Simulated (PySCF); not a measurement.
**Electric properties by functional and basis**

Compound: bicyclo[1.1.0]butane, C₄H₆.
Atom-mapped SMILES: `[CH2:1]1[C@H:2]2[CH2:3][C@@H:4]12` (hydrogens: H5, H6 on C1; H7 on C2; H8, H9 on C3; H10 on C4)

PySCF, dipoles from the SCF density, polarisabilities from static response with core orbitals frozen. Geometry: PBE0-D3(BJ)/def2-SVP; no solvent, vibrations or thermal averaging.

Q: Compare the levels for these properties.

A: 

```
              level  μ (D)  error (%)  α (Å³)  anisotropy (Å³)
      LDA/def2-SVPD  0.720       +6.6    6.76             1.00
      PBE/def2-SVPD  0.709       +5.0    6.68             1.01
    B3LYP/def2-SVPD  0.702       +4.0    6.57             0.98
     PBE0/def2-SVPD  0.706       +4.6    6.49             0.98
BHandHLYP/def2-SVPD  0.699       +3.5    6.39             0.96
CAM-B3LYP/def2-SVPD  0.703       +4.1    6.47             0.96
  wB97X-D/def2-SVPD  0.698       +3.3    6.48             0.95
  LC-wPBE/def2-SVPD  0.704       +4.3    6.29             0.94
       HF/def2-SVPD  0.696       +3.1    6.25             0.94
        PBE0/6-31G*  0.782      +15.8    5.51             1.27
       PBE0/6-31+G*  0.759      +12.5    6.22             0.95
      PBE0/def2-SVP  0.763      +13.0    5.74             1.19
   PBE0/aug-cc-pVDZ  0.710       +5.1    6.71             0.97
     PBE0/def2-TZVP  0.720       +6.7    6.43             1.10
    PBE0/def2-TZVPD  0.700       +3.8    6.68             0.98
```

Reference dipole: 0.675 D (measured, gas; NIST CCCBDB Release 22 (SRD 101), experimental dipoles). The anisotropy is √(½[(α1 − α2)² + (α2 − α3)² + (α3 − α1)²]). For the dipole, the smallest error is 3.1% (HF/def2-SVPD) and the largest 15.8% (PBE0/6-31G*). The dipole runs from 0.70 D (HF/def2-SVPD) to 0.78 D (PBE0/6-31G*). No reference polarisability is at hand; against PBE0 in the largest diffuse basis at hand (def2-TZVPD) the other PBE0 rows deviate by 6-31G* -18%, 6-31+G* -7%, def2-SVP -14%, def2-SVPD -3%, aug-cc-pVDZ 0%, def2-TZVP -4%. In one basis (def2-SVPD) the functionals order the polarisability from HF (lowest) to LDA (highest), a spread of 8%. With PBE0 the polarisability is 5.89 Å³ without diffuse functions (mean of 6-31G*, def2-SVP and def2-TZVP) and 6.52 Å³ with them (mean of 6-31+G*, def2-SVPD, aug-cc-pVDZ and def2-TZVPD). Measured values can belong to vibrating molecules; the computed ones are for one fixed geometry.
